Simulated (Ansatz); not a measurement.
# Polymorphs of Te₅Mo

The calculation used DFT PBE, scalar-relativistic, plane waves, PAW in Ansatz. Settings: cutoff 420 eV, Γ-centred meshes spaced at most about 0.3 Å⁻¹, and about 0.25 Å⁻¹ or finer for metals (2π included), Gaussian smearing. Spin is collinear in cells that carry moments; the others ran without spin or lost their moments.

Energies over the elements count from the elements' standard structures at the same level, with no fitted energy shifts.

These are static total energies at zero pressure. Larger cells and other orderings weren't all tried, so the list isn't exhaustive. Weakly bound directions are ill-defined at this level, which has no dispersion term (P-6m2, P-62m, P4/mmm), and this can change margins and order among such cells. Spin–orbit coupling, which can matter for Te, is left out. The reference form of Te is held partly by dispersion forces, which this level lacks. The magnetic state reached may not be the lowest.

Invented guesses were relaxed alike, and ends that match in structure, energy and magnetic state were merged. ΔE counts from the first row. Coordination counts Te atoms around Mo (those within 1.25 times the shortest such distance or 1.15 times the sum of covalent radii, 1.27 where that leaves under three; the shortest distance is added where it exceeds 1.18 times the sum of covalent radii). The ends were matched against large subsets of the Crystallography Open Database and the Materials Project, so a missing match doesn't prove that a structure is unreported.

```json
{"#": "1", "reached from": "CeMg5 type (P-6m2)", "type and space group": "P-6m2 (No. 187)", "atoms": "6", "Å³/atom": "30.2", "coordination": "Mo 6", "ΔE (meV/atom)": "0", "gap on mesh (eV)": "0.00", "moments": "none", "in databases": "no match"}
{"#": "2", "reached from": "MgZn5 type (P-62m)", "type and space group": "P-62m (No. 189)", "atoms": "6", "Å³/atom": "32.7", "coordination": "Mo 6", "ΔE (meV/atom)": "180", "gap on mesh (eV)": "0.00", "moments": "none", "in databases": "no match"}
{"#": "3", "reached from": "random cell", "type and space group": "P4/mmm (No. 123)", "atoms": "6", "Å³/atom": "35.7", "coordination": "Mo 8", "ΔE (meV/atom)": "279", "gap on mesh (eV)": "0.00", "moments": "none", "in databases": "no match"}
{"#": "4", "reached from": "TmCu5 type (F-43m)", "type and space group": "F-43m (No. 216)", "atoms": "6", "Å³/atom": "29.6", "coordination": "Mo 16 from 3.7 Å", "ΔE (meV/atom)": "978", "gap on mesh (eV)": "0.00", "moments": "opposed, unequal moments (Mo +4.0, Te -0.6 μB)", "in databases": "no match"}
```

The lowest: Space group P-6m2 (No. 187), hexagonal, a = 3.693 Å, c = 15.358 Å. Te on a site of symmetry 3m has 3 Mo at 2.76 Å; Te on a second site of symmetry 3m has 3 Te at 3.06 Å; around Te on a site of symmetry -6m2 lie 6 Te at 3.06 Å and 6 Te at 3.69 Å; around Mo lie 6 Te at 2.76 Å. Its energy over the elements is +0.04 eV/atom. It can't be a ground state, since the elements alone are lower. An observed structure of this formula, if there is one, may be missing.

```yaml
crystal:
  lattice:
    - [3.69274, 0.00000, 0.00000]
    - [-1.84637, 3.19801, 0.00000]
    - [0.00000, 0.00000, 15.35782]
  atoms:
    - { symbol: Te, position: [0.33333, 0.66667, 0.88541] }
    - { symbol: Te, position: [0.00000, 0.00000, 0.64318] }
    - { symbol: Te, position: [0.33333, 0.66667, 0.50000] }
    - { symbol: Te, position: [0.00000, 0.00000, 0.35682] }
    - { symbol: Te, position: [0.33333, 0.66667, 0.11459] }
    - { symbol: Mo, position: [0.00000, 0.00000, 0.00000] }
```

The second: Space group P-62m (No. 189), hexagonal, a = 8.343 Å, c = 3.259 Å. Te on a site of symmetry m2m is surrounded by 2 Mo at 2.71 Å, 2 Te at 3.26 Å, 4 Te at 3.54 Å and 2 Te at 3.74 Å; around Te on a site of symmetry -6 lie 2 Te at 3.26 Å and 6 Te at 3.54 Å; Mo has 6 Te at 2.71 Å and 2 Mo at 3.26 Å. Counting Te atoms around Mo, the first and the second both have Mo 6. Cells relaxed within their symmetry can be saddle points. Some structure types and database cells were kept out of the candidates from the start, so a known form may be missing.
